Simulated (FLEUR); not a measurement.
# KTaO3 (Pm-3m) in FLEUR: band structure with r2SCAN

Aim: the band structure of KTaO3 with r2SCAN.

All numbers are computed with FLEUR MaX-R8.1 (later development tree); they aren't measurements. Logs are shortened: lines on timing, memory, paths and dates and some standing lists are left out, and cuts for length are marked.

## 1. The crystal as given

Symmetry: Pm-3m, No. 221, cubic system. Conventional cell: a = 3.988 Å, b = 3.988 Å, c = 3.988 Å, α = 90.00°, β = 90.00°, γ = 90.00°. Ta (site symmetry m-3m) is surrounded by 6 O at 1.99 Å. Around K (site symmetry m-3m) lie 12 O at 2.82 Å. Around O (site symmetry 4/mmm) lie 2 Ta at 1.99 Å.

## 2. Band structure, r2SCAN

inp.xml

```xml
<?xml version="1.0" encoding="UTF-8" standalone="no"?>
<fleurInput fleurInputVersion="0.39">
   <comment>
      KTaO3                                                                                               
   </comment>
   <calculationSetup>
      <cutoffs Kmax="5.41" Gmax="16.8" GmaxXC="16.8" numbands="0"/>
      <scfLoop itmax="80" minDistance="0.0001" maxIterBroyd="30" imix="Anderson" alpha="0.05" precondParam="0.0" spinf="2.0" sdNocoIR="T"/>
      <coreElectrons ctail="F" frcor="F" kcrel="0" coretail_lmax="0"/>
      <xcFunctional name="LibXC" relativisticCorrections="F">
         <LibXCName exchange="mgga_x_r2scan" correlation="mgga_c_r2scan"/>
         <AuxGGA exchange="117" correlation="130"/>
      </xcFunctional>
      <magnetism jspins="1"/>
      <soc l_soc="F" theta="0.0" phi="0.0" spav="F"/>
      <expertModes spex="0" secvar="F"/>
      <geometryOptimization l_f="F" forcealpha="1.0" forcemix="BFGS" epsdisp="0.00001" epsforce="0.00001"/>
      <ldaU l_linMix="F" mixParam="0.05" spinf="1.0"/>
   </calculationSetup>
   <cell>
      <bzIntegration valenceElectrons="54.0" mode="hist" fermiSmearingEnergy="0.00183747">
         <kPointListSelection listName="default-1"/>
         <!-- k-points included here -->
         <xi:include xmlns:xi="http://www.w3.org/2001/XInclude" href="kpts.xml"> </xi:include>
      </bzIntegration>
[... 53 lines left out ...]
         <lo type="SCLO" l="2" n="3" eDeriv="2"/>
      </species>
   </atomSpecies>
   <atomGroups>
      <atomGroup species="Tantalum (Ta)">
         <relPos label="                   1">.0000000000 .0000000000 .0000000000</relPos>
         <force calculate="T" relaxXYZ="TTT"/>
      </atomGroup>
      <atomGroup species="Potassium (K)">
         <relPos label="                   2">1.000/2.000 1.000/2.000 1.000/2.000</relPos>
         <force calculate="T" relaxXYZ="TTT"/>
      </atomGroup>
      <atomGroup species="Oxygen (O)">
         <relPos label="                   3">.0000000000 .0000000000 1.000/2.000</relPos>
         <relPos label="                   4">.0000000000 1.000/2.000 .0000000000</relPos>
         <relPos label="                   5">1.000/2.000 .0000000000 .0000000000</relPos>
         <force calculate="T" relaxXYZ="TTT"/>
      </atomGroup>
   </atomGroups>
   <output dos="F" band="F" slice="F">
      <checks vchk="F" cdinf="F"/>
      <bandDOS minEnergy="-.5*Htr" maxEnergy="0.5*Htr" sigma="0.015" storeEVData="T"/>
      <vacuumDOS vacdos="F" integ="F" star="F" nstars="0" locx1="0.0" locy1="0.0" locx2="0.0" locy2="0.0" nstm="0" tworkf="0.0"/>
      <unfoldingBand unfoldBand="F" supercellX="1" supercellY="1" supercellZ="1"/>
      <plotting iplot="0" polar="F">
         <plot TwoD="T" vec1="  1.0  0.0  0.0" vec2="  0.0  1.0  0.0" vec3="  0.0  0.0  1.0" zero="  0.0  0.0  0.0" file="plot"/>
      </plotting>
      <chargeDensitySlicing numkpt="0" minEigenval="0.0" maxEigenval="0.0" nnne="0" pallst="F"/>
      <specialOutput eonly="F"/>
      <moessbauerParams electricFieldGradient="T" isomerShift="T" coreHyperfine="T" valenceHyperfine="T"/>
      <magneticCircularDichroism mcd="F" energyLo="-10.0" energyUp="0.0"/>
   </output>
  <!-- We include the file relax.xml here to enable relaxations (see documentation) -->
  <xi:include xmlns:xi="http://www.w3.org/2001/XInclude" href="relax.xml"> <xi:fallback/> </xi:include>
</fleurInput>
```

crystal.txt

```
KTaO3
&input cartesian=F /
3.9883000000  0.0000000000  0.0000000000
0.0000000000  3.9883000000  0.0000000000
0.0000000000  0.0000000000  3.9883000000
1.8897261246
1.0 1.0 1.0

5
73 0.0000000000  0.0000000000  0.0000000000
19 0.5000000000  0.5000000000  0.5000000000
8 0.0000000000  0.0000000000  0.5000000000
8 0.0000000000  0.5000000000  0.0000000000
8 0.5000000000  0.0000000000  0.0000000000

&kpt div1=7 div2=7 div3=7 gamma=T /
```

inp.xml (bands)

```
<?xml version="1.0" encoding="UTF-8" standalone="no"?>
<fleurInput fleurInputVersion="0.39">
   <comment>
      KTaO3                                                                                               
   </comment>
   <calculationSetup>
      <cutoffs Kmax="5.41" Gmax="16.8" GmaxXC="16.8" numbands="0"/>
      <scfLoop itmax="80" minDistance="0.0001" maxIterBroyd="30" imix="Anderson" alpha="0.05" precondParam="0.0" spinf="2.0" sdNocoIR="T"/>
      <coreElectrons ctail="F" frcor="F" kcrel="0" coretail_lmax="0"/>
      <xcFunctional name="LibXC" relativisticCorrections="F">
         <LibXCName exchange="mgga_x_r2scan" correlation="mgga_c_r2scan"/>
         <AuxGGA exchange="117" correlation="130"/>
      </xcFunctional>
      <magnetism jspins="1"/>
      <soc l_soc="F" theta="0.0" phi="0.0" spav="F"/>
      <expertModes spex="0" secvar="F"/>
      <geometryOptimization l_f="F" forcealpha="1.0" forcemix="BFGS" epsdisp="0.00001" epsforce="0.00001"/>
      <ldaU l_linMix="F" mixParam="0.05" spinf="1.0"/>
   </calculationSetup>
   <cell>
      <bzIntegration valenceElectrons="54.0" mode="hist" fermiSmearingEnergy="0.00183747">
         <kPointListSelection listName="path-1"/>
         <!-- k-points included here -->
         <xi:include xmlns:xi="http://www.w3.org/2001/XInclude" href="kpts.xml"> </xi:include>
[... 54 lines left out ...]
         <lo type="SCLO" l="2" n="3" eDeriv="2"/>
      </species>
   </atomSpecies>
   <atomGroups>
      <atomGroup species="Tantalum (Ta)">
         <relPos label="                   1">.0000000000 .0000000000 .0000000000</relPos>
         <force calculate="T" relaxXYZ="TTT"/>
      </atomGroup>
      <atomGroup species="Potassium (K)">
         <relPos label="                   2">1.000/2.000 1.000/2.000 1.000/2.000</relPos>
         <force calculate="T" relaxXYZ="TTT"/>
      </atomGroup>
      <atomGroup species="Oxygen (O)">
         <relPos label="                   3">.0000000000 .0000000000 1.000/2.000</relPos>
         <relPos label="                   4">.0000000000 1.000/2.000 .0000000000</relPos>
         <relPos label="                   5">1.000/2.000 .0000000000 .0000000000</relPos>
         <force calculate="T" relaxXYZ="TTT"/>
      </atomGroup>
   </atomGroups>
   <output dos="F" band="T" slice="F">
      <checks vchk="F" cdinf="F"/>
      <bandDOS minEnergy="-.5*Htr" maxEnergy="0.5*Htr" sigma="0.015" storeEVData="T"/>
      <vacuumDOS vacdos="F" integ="F" star="F" nstars="0" locx1="0.0" locy1="0.0" locx2="0.0" locy2="0.0" nstm="0" tworkf="0.0"/>
      <unfoldingBand unfoldBand="F" supercellX="1" supercellY="1" supercellZ="1"/>
      <plotting iplot="0" polar="F">
         <plot TwoD="T" vec1="  1.0  0.0  0.0" vec2="  0.0  1.0  0.0" vec3="  0.0  0.0  1.0" zero="  0.0  0.0  0.0" file="plot"/>
      </plotting>
      <chargeDensitySlicing numkpt="0" minEigenval="0.0" maxEigenval="0.0" nnne="0" pallst="F"/>
      <specialOutput eonly="F"/>
      <moessbauerParams electricFieldGradient="T" isomerShift="T" coreHyperfine="T" valenceHyperfine="T"/>
      <magneticCircularDichroism mcd="F" energyLo="-10.0" energyUp="0.0"/>
   </output>
  <!-- We include the file relax.xml here to enable relaxations (see documentation) -->
  <xi:include xmlns:xi="http://www.w3.org/2001/XInclude" href="relax.xml"> <xi:fallback/> </xi:include>
</fleurInput>
```

Potentials or basis: all-electron, FLAPW.

On the command line:

```console
$ inpgen -f crystal.txt -profile fastHighL
$ # inp.xml edited to the form shown
$ fleur_MPI
$ fleur_MPI   # second run, on inp.xml (bands)
```

The program printed:

```text
Welcome to FLEUR        (www.flapw.de)
      MaX-Release 8.1          (www.max-centre.eu)
 func_ids         498         497         498         497
 MetaGGA potential functional detected - V_tau will be computed
 Auxiliary Potential for radial basis: exchange=         117  correlation=         130
The functional 'Re-regularized SCAN exchange by Furness et al' is an exchange functional, it belongs to the 'MGGA' family and is defined in the reference(s):
[1] J. W. Furness, A. D. Kaplan, J. Ning, J. P. Perdew, and J. Sun.,  J. Phys. Chem. Lett. 11, 8208-8215 (2020)
[2] J. W. Furness, A. D. Kaplan, J. Ning, J. P. Perdew, and J. Sun.,  J. Phys. Chem. Lett. 11, 9248-9248 (2020)
The functional 'Re-regularized SCAN correlation by Furness et al' is a correlation functional, it belongs to the 'MGGA' family and is defined in the reference(s):
[1] J. W. Furness, A. D. Kaplan, J. Ning, J. P. Perdew, and J. Sun.,  J. Phys. Chem. Lett. 11, 8208-8215 (2020)
[2] J. W. Furness, A. D. Kaplan, J. Ning, J. P. Perdew, and J. Sun.,  J. Phys. Chem. Lett. 11, 9248-9248 (2020)
 Using same functional for VXC and EXC

 ========== k-point set info ==========
 Selected k-point list: default-1
 k-point list type: mesh
 7 x 7 x 7
 Number of k points: 20

 ------------Calculation Setup---------------------------
 Number of MPI-tasks      :            1
 Number of PE/node        :            1
 Number of OMP-threads    :            1
 Most efficient MPI parallelization for:
           1           2           4           5          10          20
 Additional eigenvalue parallelization possible
 Number of basis functions:         1364
 Approximate size of matrices (H+S) per k-point:         0.028 GB
 --------------------------------------------------------
The functional 'Hammer, Hansen, and Norskov' is an exchange functional, it belongs to the 'GGA' family and is defined in the reference(s):
[1] B. Hammer, L. B. Hansen, and J. K. Nørskov.,  Phys. Rev. B 59, 7413 (1999)
The functional 'Perdew, Burke & Ernzerhof' is a correlation functional, it belongs to the 'GGA' family and is defined in the reference(s):
[1] J. P. Perdew, K. Burke, and M. Ernzerhof.,  Phys. Rev. Lett. 77, 3865 (1996)
[2] J. P. Perdew, K. Burke, and M. Ernzerhof.,  Phys. Rev. Lett. 78, 1396 (1997)
 Using same functional for VXC and EXC
 Using auxiliary GGA potential for the first iteration of MetaGGA calculation.
 Reset of history
 Reset of history
 Iteration:     1   Distance:      41.78796785 me/bohr^3
The functional 'Hammer, Hansen, and Norskov' is an exchange functional, it belongs to the 'GGA' family and is defined in the reference(s):
[1] B. Hammer, L. B. Hansen, and J. K. Nørskov.,  Phys. Rev. B 59, 7413 (1999)
The functional 'Perdew, Burke & Ernzerhof' is a correlation functional, it belongs to the 'GGA' family and is defined in the reference(s):
[1] J. P. Perdew, K. Burke, and M. Ernzerhof.,  Phys. Rev. Lett. 77, 3865 (1996)
[2] J. P. Perdew, K. Burke, and M. Ernzerhof.,  Phys. Rev. Lett. 78, 1396 (1997)
 Using same functional for VXC and EXC
 Iteration:     2   Distance:      37.19525876 me/bohr^3
The functional 'Hammer, Hansen, and Norskov' is an exchange functional, it belongs to the 'GGA' family and is defined in the reference(s):
[1] B. Hammer, L. B. Hansen, and J. K. Nørskov.,  Phys. Rev. B 59, 7413 (1999)
The functional 'Perdew, Burke & Ernzerhof' is a correlation functional, it belongs to the 'GGA' family and is defined in the reference(s):
[1] J. P. Perdew, K. Burke, and M. Ernzerhof.,  Phys. Rev. Lett. 77, 3865 (1996)
[2] J. P. Perdew, K. Burke, and M. Ernzerhof.,  Phys. Rev. Lett. 78, 1396 (1997)
 Using same functional for VXC and EXC
 Iteration:     3   Distance:      33.84288104 me/bohr^3
The functional 'Hammer, Hansen, and Norskov' is an exchange functional, it belongs to the 'GGA' family and is defined in the reference(s):
[1] B. Hammer, L. B. Hansen, and J. K. Nørskov.,  Phys. Rev. B 59, 7413 (1999)
The functional 'Perdew, Burke & Ernzerhof' is a correlation functional, it belongs to the 'GGA' family and is defined in the reference(s):
[1] J. P. Perdew, K. Burke, and M. Ernzerhof.,  Phys. Rev. Lett. 77, 3865 (1996)
[2] J. P. Perdew, K. Burke, and M. Ernzerhof.,  Phys. Rev. Lett. 78, 1396 (1997)
 Using same functional for VXC and EXC
 Iteration:     4   Distance:      19.41315717 me/bohr^3
The functional 'Hammer, Hansen, and Norskov' is an exchange functional, it belongs to the 'GGA' family and is defined in the reference(s):
[1] B. Hammer, L. B. Hansen, and J. K. Nørskov.,  Phys. Rev. B 59, 7413 (1999)
The functional 'Perdew, Burke & Ernzerhof' is a correlation functional, it belongs to the 'GGA' family and is defined in the reference(s):
[1] J. P. Perdew, K. Burke, and M. Ernzerhof.,  Phys. Rev. Lett. 77, 3865 (1996)
[2] J. P. Perdew, K. Burke, and M. Ernzerhof.,  Phys. Rev. Lett. 78, 1396 (1997)
 Using same functional for VXC and EXC
 Iteration:     5   Distance:      16.35463057 me/bohr^3
The functional 'Hammer, Hansen, and Norskov' is an exchange functional, it belongs to the 'GGA' family and is defined in the reference(s):
[1] B. Hammer, L. B. Hansen, and J. K. Nørskov.,  Phys. Rev. B 59, 7413 (1999)
The functional 'Perdew, Burke & Ernzerhof' is a correlation functional, it belongs to the 'GGA' family and is defined in the reference(s):
[1] J. P. Perdew, K. Burke, and M. Ernzerhof.,  Phys. Rev. Lett. 77, 3865 (1996)
[2] J. P. Perdew, K. Burke, and M. Ernzerhof.,  Phys. Rev. Lett. 78, 1396 (1997)
 Using same functional for VXC and EXC
 Iteration:     6   Distance:       4.81457791 me/bohr^3
The functional 'Hammer, Hansen, and Norskov' is an exchange functional, it belongs to the 'GGA' family and is defined in the reference(s):
[1] B. Hammer, L. B. Hansen, and J. K. Nørskov.,  Phys. Rev. B 59, 7413 (1999)
The functional 'Perdew, Burke & Ernzerhof' is a correlation functional, it belongs to the 'GGA' family and is defined in the reference(s):
[1] J. P. Perdew, K. Burke, and M. Ernzerhof.,  Phys. Rev. Lett. 77, 3865 (1996)
[2] J. P. Perdew, K. Burke, and M. Ernzerhof.,  Phys. Rev. Lett. 78, 1396 (1997)
 Using same functional for VXC and EXC
[... 54 lines left out ...]
[2] J. P. Perdew, K. Burke, and M. Ernzerhof.,  Phys. Rev. Lett. 78, 1396 (1997)
 Using same functional for VXC and EXC
 Iteration:    15   Distance:       0.00442959 me/bohr^3
The functional 'Hammer, Hansen, and Norskov' is an exchange functional, it belongs to the 'GGA' family and is defined in the reference(s):
[1] B. Hammer, L. B. Hansen, and J. K. Nørskov.,  Phys. Rev. B 59, 7413 (1999)
The functional 'Perdew, Burke & Ernzerhof' is a correlation functional, it belongs to the 'GGA' family and is defined in the reference(s):
[1] J. P. Perdew, K. Burke, and M. Ernzerhof.,  Phys. Rev. Lett. 77, 3865 (1996)
[2] J. P. Perdew, K. Burke, and M. Ernzerhof.,  Phys. Rev. Lett. 78, 1396 (1997)
 Using same functional for VXC and EXC
 Iteration:    16   Distance:       0.00058744 me/bohr^3
The functional 'Hammer, Hansen, and Norskov' is an exchange functional, it belongs to the 'GGA' family and is defined in the reference(s):
[1] B. Hammer, L. B. Hansen, and J. K. Nørskov.,  Phys. Rev. B 59, 7413 (1999)
The functional 'Perdew, Burke & Ernzerhof' is a correlation functional, it belongs to the 'GGA' family and is defined in the reference(s):
[1] J. P. Perdew, K. Burke, and M. Ernzerhof.,  Phys. Rev. Lett. 77, 3865 (1996)
[2] J. P. Perdew, K. Burke, and M. Ernzerhof.,  Phys. Rev. Lett. 78, 1396 (1997)
 Using same functional for VXC and EXC
 Iteration:    17   Distance:       0.00062059 me/bohr^3
The functional 'Hammer, Hansen, and Norskov' is an exchange functional, it belongs to the 'GGA' family and is defined in the reference(s):
[1] B. Hammer, L. B. Hansen, and J. K. Nørskov.,  Phys. Rev. B 59, 7413 (1999)
The functional 'Perdew, Burke & Ernzerhof' is a correlation functional, it belongs to the 'GGA' family and is defined in the reference(s):
[1] J. P. Perdew, K. Burke, and M. Ernzerhof.,  Phys. Rev. Lett. 77, 3865 (1996)
[2] J. P. Perdew, K. Burke, and M. Ernzerhof.,  Phys. Rev. Lett. 78, 1396 (1997)
 Using same functional for VXC and EXC
 Iteration:    18   Distance:       0.00014047 me/bohr^3
The functional 'Hammer, Hansen, and Norskov' is an exchange functional, it belongs to the 'GGA' family and is defined in the reference(s):
[1] B. Hammer, L. B. Hansen, and J. K. Nørskov.,  Phys. Rev. B 59, 7413 (1999)
The functional 'Perdew, Burke & Ernzerhof' is a correlation functional, it belongs to the 'GGA' family and is defined in the reference(s):
[1] J. P. Perdew, K. Burke, and M. Ernzerhof.,  Phys. Rev. Lett. 77, 3865 (1996)
[2] J. P. Perdew, K. Burke, and M. Ernzerhof.,  Phys. Rev. Lett. 78, 1396 (1997)
 Using same functional for VXC and EXC
 Iteration:    19   Distance:       0.00008341 me/bohr^3

 ********************************************************************
 Run finished successfully
 Stop message:
   all done
 ********************************************************************
```

It took 7.2 min on 1 thread of Arm Neoverse V2, shared host; peak memory 0.14 GiB.

Results:

```
Free energy                                           : -447718.0353 eV
Band gap on the k mesh                                : 2.69 eV, indirect (least direct gap 3.29 eV)
Band gap along the path                               : 2.62 eV, indirect (least direct gap 3.29 eV)
Valence electrons inside the program's atomic spheres : Ta 23.55; K 7.76; O 4.29 (radii Ta 2.16, K 2.49, O 1.33 bohr)
```

Levels at the corners of the path, in eV from the valence-band top:
```
point  band 24  band 25  band 26  band 27  band 28  band 29  band 30  band 31
    Γ    -1.09    -0.66    -0.66    -0.66     2.62     2.62     2.62     7.18
    X    -2.15    -1.55    -0.89    -0.89     2.78     5.46     5.46     7.21
    M    -1.74    -1.46    -1.46    -0.04     5.50     5.50     6.81     8.21
    Γ    -1.09    -0.66    -0.66    -0.66     2.62     2.62     2.62     7.18
    R    -3.95     0.00     0.00     0.00     6.95     6.95     6.95     9.65
    X    -2.15    -1.55    -0.89    -0.89     2.78     5.46     5.46     7.21
    M    -1.74    -1.46    -1.46    -0.04     5.50     5.50     6.81     8.21
    R    -3.95     0.00     0.00     0.00     6.95     6.95     6.95     9.65
```

Core levels (eV from the Fermi level):
| atom | levels |
| --- | --- |
| 1 Ta | 1s1/2 -67276.5, 2s1/2 -11546.4, 2p1/2 -11032.4, 2p3/2 -9762.2, 3s1/2 -2640.5, 3p1/2 -2412.5, 3p3/2 -2139.0, 4s1/2 -533.8, 3d3/2 -1755.2, 3d5/2 -1695.6, 4p1/2 -439.8, 4p3/2 -376.9, 4d3/2 -222.8, 4d5/2 -211.3 |
| 2 K | 1s1/2 -3514.1, 2s1/2 -345.0, 2p1/2 -273.5, 2p3/2 -270.6 |
| 3 O | 1s1/2 -503.7 |
| 4 O | 1s1/2 -503.7 |
| 5 O | 1s1/2 -503.7 |

Caveat: the meta-GGA is that of a development version, with a GGA for the radial functions and cores and without core tails; spin-orbit coupling is left out, which moves the levels of the heavy elements. r2SCAN opens gaps a little over a GGA but as a rule still falls short of measured ones.
